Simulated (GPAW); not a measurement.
TiAl in GPAW: convergence with bands over the usual count

Input of the first run (bands over the usual count 0.72); the others differ in this setting and in those tied to it:

File run.py:

```python
from ase.dft.bandgap import bandgap
from ase.io import read, write
from ase.units import GPa
from gpaw import GPAW, PW

atoms = read('TiAl.xyz')

calc = GPAW(mode=PW(600),
            xc='RPBE',
            kpts={'size': (8, 8, 8), 'gamma': True},
            occupations={'name': 'fermi-dirac', 'width': 0.05},
            nbands=13,
            convergence={'density': 1e-05, 'energy': 1e-05},
            maxiter=100,
            txt='gpaw.txt')
atoms.calc = calc
energy = atoms.get_potential_energy()
forces = atoms.get_forces()
stress = atoms.get_stress()
calc.write('gs.gpw')
write('result.traj', atoms)
print(f'Energy: {energy:.6f} eV')
print('Forces (eV/A):')
print(forces.round(4))
print('Stress (GPa):', (stress / GPa).round(3))
print('Fermi level:', round(calc.get_fermi_level(), 4), 'eV')
print(f'Gap: {bandgap(calc)[0]:.4f} eV, direct: {bandgap(calc, direct=True)[0]:.4f} eV')
```

The input TiAl.xyz:

```xyz
2
Lattice="3.1790640000 0.0000000000 0.0000000000 0.0000000000 3.1790640000 0.0000000000 0.0000000000 0.0000000000 3.1790640000" Properties=species:S:1:pos:R:3 pbc="T T T"
Ti     0.0000000000      0.0000000000      0.0000000000
Al     1.5895320000      1.5895320000      1.5895320000
```

Potentials or basis: the program's PAW data sets (release 1.2.1) made for this functional, pw.

Launch:

```console
$ OMP_NUM_THREADS=1 python run.py
```

The cell comes from a database or a generator and needn't be the stable form of this composition.

Hardware: 1 thread of AMD EPYC 9R45 96-Core Processor (Zen 5), on a shared host.

```tsv
bands over the usual count	energy less the tightest run, at zero smearing (meV/atom)	SCF cycles	CPU time (s)	peak memory (GiB)
0.72	0.00	9	4.6	0.15
0.8	0.00	9	4.6	0.15
0.9	0.00	9	5	0.15
1	0.00	9	5.2	0.15
1.3	0.00	9	6.2	0.15
1.7	0.00	9	7.9	0.16
2.5	0.00	9	11	0.17
```

Against the tightest run, the energy stays within 1 meV/atom from 0.72 on. The tightest run that finished is the yardstick and may itself not be fully converged.
